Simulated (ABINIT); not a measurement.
# Al2Au (Fm-3m) in ABINIT: equation of state

How stiff is Al2Au in PBE, and what volume does it want? The cell is scaled to several volumes.

All numbers are computed with ABINIT 10.8.3 (patched build); they aren't measurements. Logs are shortened: lines on timing, memory, paths and dates and some standing lists are left out, and cuts for length are marked. The log counts tension as positive stress, the text compression.

## Step 1: The crystal as given

The structure is cubic, space group Fm-3m (No. 225). The conventional cell has a = 6.000 Å, b = 6.000 Å, c = 6.000 Å, α = 90.00°, β = 90.00°, γ = 90.00°. Au (site symmetry m-3m) is surrounded by 8 Al at 2.60 Å. Al (site symmetry -43m) is surrounded by 4 Au at 2.60 Å.

## Step 2: Equation of state, PBE

The input, run.abi:

```
# Datasets: one volume each
ndtset 7
getwfk -1
scalecart1 3*0.9795861087
scalecart2 3*0.9864848297
scalecart3 3*0.9932883884
scalecart4 3*1.0000000000
scalecart5 3*1.0066227096
scalecart6 3*1.0131594038
scalecart7 3*1.0196128224

# Pseudopotentials
pp_dirpath "./"
pseudos "Au.GGA_PBE-JTH.xml, Al.GGA_PBE-JTH.xml"

# Structure
acell 8.0174289438 8.0174289438 8.0174289438
rprim
     0.0000000000     0.7071067812     0.7071067812
     0.7071067812     0.0000000000     0.7071067812
     0.7071067812     0.7071067812     0.0000000000
ntypat 2
znucl 79 13
natom 3
typat 1 2 2
xred
     0.0000000000     0.0000000000     0.0000000000
     0.7500000000     0.7500000000     0.7500000000
     0.2500000000     0.2500000000     0.2500000000

# Plane-wave basis
ecut 20.0
pawecutdg 40.0
pawxcdev 0

# k points
kptopt 1
ngkpt 8 8 8
nshiftk 1
shiftk 0.0 0.0 0.0

# Exchange and correlation
ixc 11

# Bands and occupations
nband 13
occopt 3
tsmear 0.05 eV

# SCF cycle
nstep 100
tolvrs 1.0e-9

# Output
iomode 3
prtwf 1
prtden 0
prteig 0
prtebands 0
```

Potentials or basis: JTH PAW PBE v2.0.

Started as:

```console
$ abinit run.abi > log 2>&1
```

run.abo:

```text
.Version 10.8.3 of ABINIT
 DATASET    1 : space group Fm -3 m (#225); Bravais cF (face-center cubic)
================================================================================
 Values of the parameters that define the memory need for DATASET  1.
     intxc =       0    ionmov =       0      iscf =      17    lmnmax =      18
     lnmax =       6     mgfft =      32  mpssoang =       3    mqgrid =    3001
     natom =       3  nloc_mem =       2    nspden =       1   nspinor =       1
    nsppol =       1      nsym =      48    n1xccc =       1    ntypat =       2
    occopt =       3   xclevel =       2
       mpw =        1476          nfft =       32768          nkpt =          29
 PAW method is used; the additional fine FFT grid is defined by:
   mgfftf=        48    nfftf =    110592
================================================================================
================================================================================
[... 71 lines left out ...]
 DATASET    7 : space group Fm -3 m (#225); Bravais cF (face-center cubic)
================================================================================
 Values of the parameters that define the memory need for DATASET  7.
     intxc =       0    ionmov =       0      iscf =      17    lmnmax =      18
     lnmax =       6     mgfft =      36  mpssoang =       3    mqgrid =    3001
     natom =       3  nloc_mem =       2    nspden =       1   nspinor =       1
    nsppol =       1      nsym =      48    n1xccc =       1    ntypat =       2
    occopt =       3   xclevel =       2
       mpw =        1666          nfft =       46656          nkpt =          29
 PAW method is used; the additional fine FFT grid is defined by:
   mgfftf=        48    nfftf =    110592
================================================================================
================================================================================

--------------------------------------------------------------------------------
------------- Echo of variables that govern the present computation ------------
--------------------------------------------------------------------------------
 -outvars: echo values of preprocessed input variables --------
            acell      8.0174289438E+00  8.0174289438E+00  8.0174289438E+00 Bohr
              amu      1.96966540E+02  2.69815390E+01
             ecut      2.00000000E+01 Hartree
           getwfk          -1
              ixc          11
           jdtset        1    2    3    4    5    6    7
         kptrlatt        8    0    0      0    8    0      0    0    8
          kptrlen1     6.28300962E+01
          kptrlen2     6.32725762E+01
          kptrlen3     6.37089526E+01
          kptrlen4     6.41394316E+01
          kptrlen5     6.45642084E+01
          kptrlen6     6.49834682E+01
          kptrlen7     6.53973868E+01
            natom           3
            nband          13
           ndtset           7
            ngfft1         32      32      32
            ngfft2         32      32      32
            ngfft3         36      36      36
            ngfft4         36      36      36
[... 136 lines left out ...]
- pspini: atom type   1  psp file is ./Au.GGA_PBE-JTH.xml
 Pseudopotential format is: paw10
 basis_size (lnmax)=  6 (lmn_size= 18), orbitals=   0   0   1   1   2   2
 Spheres core radius: rc_sph= 2.50869560
 Shapefunction is SIN type: shapef(r)=[sin(pi*r/rshp)/(pi*r/rshp)]**2
 Radius for shape functions =  2.26305713
 Compensation charge density is not taken into account in XC energy/potential

- pspini: atom type   2  psp file is ./Al.GGA_PBE-JTH.xml
 Pseudopotential format is: paw10
 basis_size (lnmax)=  4 (lmn_size=  8), orbitals=   0   0   1   1
 Spheres core radius: rc_sph= 1.90363307
 Shapefunction is SIN type: shapef(r)=[sin(pi*r/rshp)/(pi*r/rshp)]**2
 Radius for shape functions =  1.60786206
 Compensation charge density is not taken into account in XC energy/potential

   4.74247219E+02                                ecore*ucvol(ha*bohr**3)
--------------------------------------------------------------------------------

================================================================================

--- !BeginCycle
iteration_state: {dtset: 1, }
solver: {iscf: 17, nstep: 100, nline: 4, wfoptalg: 10, }
tolerances: {tolvrs: 1.00E-09, }
...
[... 1420 lines left out ...]
-Cartesian components of stress tensor (GPa)         [Pressure= -2.9490E+00 GPa]
- sigma(1 1)=  2.94897485E+00  sigma(3 2)=  0.00000000E+00
- sigma(2 2)=  2.94897485E+00  sigma(3 1)=  0.00000000E+00
- sigma(3 3)=  2.94897485E+00  sigma(2 1)=  0.00000000E+00

== END DATASET(S) ==============================================================
================================================================================

 -outvars: echo values of variables after computation  --------
            acell      8.0174289438E+00  8.0174289438E+00  8.0174289438E+00 Bohr
           etotal1    -3.8408948705E+01
           etotal2    -3.8411453587E+01
           etotal3    -3.8413209061E+01
           etotal4    -3.8414301433E+01
           etotal5    -3.8414800274E+01
           etotal6    -3.8414773338E+01
           etotal7    -3.8414275799E+01
            fcart1    -6.3132818133E-32 -3.1566409066E-31  5.6819536319E-31
                      -6.3132818133E-31 -1.2626563627E-31  8.7581154020E-47
                       6.9446099946E-31  4.4192972693E-31 -5.6819536319E-31
            fcart2    -6.2691315451E-31  1.2538263090E-31  1.2538263090E-31
                      -3.4480223498E-31  1.2538263090E-31 -4.3883920815E-31
                       9.7171538948E-31 -2.5076526180E-31  3.1345657725E-31
            fcart3    -3.5022324037E-32  3.5022324037E-32  3.5022324037E-32
                       7.0044648074E-32 -7.0044648074E-32 -7.0044648074E-32
                      -3.5022324037E-32  3.5022324037E-32  3.5022324037E-32
            fcart4    -2.1645411076E-31  4.6383023734E-31 -3.4014217405E-31
[... 52 lines left out ...]
           xangst3     0.0000000000E+00  0.0000000000E+00  0.0000000000E+00
                       4.4697977448E+00  4.4697977448E+00  4.4697977448E+00
                       1.4899325816E+00  1.4899325816E+00  1.4899325816E+00
           xangst4     0.0000000000E+00  0.0000000000E+00  0.0000000000E+00
                       4.4999999970E+00  4.4999999970E+00  4.4999999970E+00
                       1.4999999990E+00  1.4999999990E+00  1.4999999990E+00
           xangst5     0.0000000000E+00  0.0000000000E+00  0.0000000000E+00
                       4.5298021902E+00  4.5298021902E+00  4.5298021902E+00
                       1.5099340634E+00  1.5099340634E+00  1.5099340634E+00
           xangst6     0.0000000000E+00  0.0000000000E+00  0.0000000000E+00
                       4.5592173141E+00  4.5592173141E+00  4.5592173141E+00
                       1.5197391047E+00  1.5197391047E+00  1.5197391047E+00
           xangst7     0.0000000000E+00  0.0000000000E+00  0.0000000000E+00
                       4.5882576977E+00  4.5882576977E+00  4.5882576977E+00
                       1.5294192326E+00  1.5294192326E+00  1.5294192326E+00
             xred      0.0000000000E+00  0.0000000000E+00  0.0000000000E+00
                       7.5000000000E-01  7.5000000000E-01  7.5000000000E-01
                       2.5000000000E-01  2.5000000000E-01  2.5000000000E-01
 Calculation completed.
```

Run time: 5.3 min. Hardware: 1 thread of Arm Neoverse V1, shared host; peak memory 0.17 GiB.

What came out:

| Quantity | Value |
| --- | --- |
| Equilibrium volume | 18.52 Å³/atom |
| Bulk modulus | 104 GPa |
| Pressure derivative of the bulk modulus | 5.0 |

Energy against volume, from the lowest point:
| volume (Å³/atom) | energy (meV/atom) |
| --- | --- |
| 16.920 | 53.08 |
| 17.280 | 30.36 |
| 17.640 | 14.43 |
| 18.000 | 4.52 |
| 18.360 | 0.00 |
| 18.720 | 0.24 |
| 19.080 | 4.76 |

Caveat: pressures at fixed basis lie under the slope of the energies. The run has no spin-orbit coupling, so splittings on Au are missing.
